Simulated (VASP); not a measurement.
Crystal: BaS.

```
CELL_PARAMETERS angstrom
0.00000 3.18500 3.18500
3.18500 0.00000 3.18500
3.18500 3.18500 0.00000
ATOMIC_POSITIONS crystal
Ba 0.00000 0.00000 0.00000
S 0.50000 0.50000 0.50000
```

The cell was built by a generator and needn't be a form met in nature.

* Program: VASP 6.6.1
* Task: relaxation of cell and atoms
* Functional: LDA
* Potentials or basis: VASP PAW LDA potentials, release 64 (Ba_sv, S)
* Cutoff: 600 eV
* k mesh: 8 × 8 × 8
* Occupations: gaussian, width 0.02 eV
* Spin: no spin polarisation

At the start: pressure -1.5 GPa; volume 32.31 Å³/atom.

Task: How do energy, volume and symmetry change on relaxing?

Result: Over 3 steps the energy falls by 4.8 meV/atom and the volume is 31.31 Å³/atom (-3.1 %); space group Fm-3m (No. 225, to 0.05 Å).

Step by step:
| step | energy change (eV) | largest force (eV/Å) | pressure (GPa) | volume (Å³) |
| --- | --- | --- | --- | --- |
| 1 | 0.0000 | 0.0000 | -1.48 | 64.62 |
| 2 | -0.0081 | 0.0000 | 0.62 | 61.87 |
| 3 | -0.0095 | 0.0000 | 0.00 | 62.61 |

Final structure:
```xyz
2
Lattice="0.0000 3.1517 3.1517 3.1517 0.0000 3.1517 3.1517 3.1517 0.0000" Properties=species:S:1:pos:R:3 pbc="T T T"
Ba    0.0000    0.0000    0.0000
S     3.1517    3.1517    3.1517
```
